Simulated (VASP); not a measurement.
A run of VASP 6.6.1:

INCAR

```
SYSTEM = Sn
  PREC = Accurate
  ENCUT = 520
  EDIFF = 1E-7
  ISMEAR = 0
  SIGMA = 0.05
  LREAL = .FALSE.
  LASPH = .TRUE.
  NELM = 100
  ALGO = Fast
  ISIF = 2
  LWAVE = .FALSE.
  LCHARG = .FALSE.
  GGA = PE
  NBANDS = 13
```

Contents of KPOINTS:

```
Automatic mesh
0
G
  8 8 8
  0 0 0
```

POSCAR

```
Sn
1.0
   -1.8911406569      1.8911406569      1.8911406569
    1.8911406569     -1.8911406569      1.8911406569
    1.8911406569      1.8911406569     -1.8911406569
Sn
1
Direct
    0.0000000000      0.0000000000      0.0000000000
```

Potentials or basis: VASP PAW PBE potentials, release 64 (Sn_d).

The run is started by

```sh
$ cat potpaw_PBE.64/Sn_d/POTCAR > POTCAR
$ mpirun -np 1 vasp_std > vasp.out
```

Hardware: 1 thread of AMD EPYC 9R45 (Zen 5) (shared host).

Problem. How long does it take, and how much memory?

Solution. Run time: 6.9 s on 1 thread of AMD EPYC 9R45 (Zen 5), on a shared host, peak memory 0.1 GiB. Counts: scf iterations 15, k points 29.
